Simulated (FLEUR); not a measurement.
PbF2 (Fluorocronite): equation of state with PBE

The system is PbF2 (Fluorocronite).

```
Pb F
1.0
     0.00000    2.96366    2.96366
     2.96366    0.00000    2.96366
     2.96366    2.96366    0.00000
Pb F
1 2
Cartesian
  0.0000 0.0000 0.0000
  4.4455 4.4455 4.4455
  1.4818 1.4818 1.4818
```

```
Program                  : FLEUR MaX-R8.1 (later development tree)
Task                     : equation of state
Functional               : PBE
Potentials or basis      : all-electron
Basis                    : FLAPW
Kmax                     : 4.19 1/bohr
k mesh                   : 8 × 8 × 8
Occupations              : fermi-dirac, width 0.05 eV
Spin                     : no spin polarisation
Gmax                     : 13 1/bohr
Muffin-tin radii         : Pb 2.64, F 1.72 bohr
lmax                     : Pb 10, F 8
lnonsphr                 : Pb 10, F 8
Local orbitals a species : Pb 5, F 3
```

| Item | Value |
| --- | --- |
| Equilibrium volume | 17.98 Å³/atom |
| Bulk modulus | 71 GPa |
| Pressure derivative of the bulk modulus | 3.1 (rough: it moves with the points fitted) |

Energy against volume, from the lowest point:
```
volume (Å³/atom)  energy (meV/atom)
          16.313              39.02
          16.660              23.72
          17.007              12.63
          17.354               5.07
          17.701               0.94
          18.048               0.00
          18.395               2.00
```

The run has no spin-orbit coupling, so splittings on Pb are missing. Zero-point motion and thermal expansion aren't in these numbers.
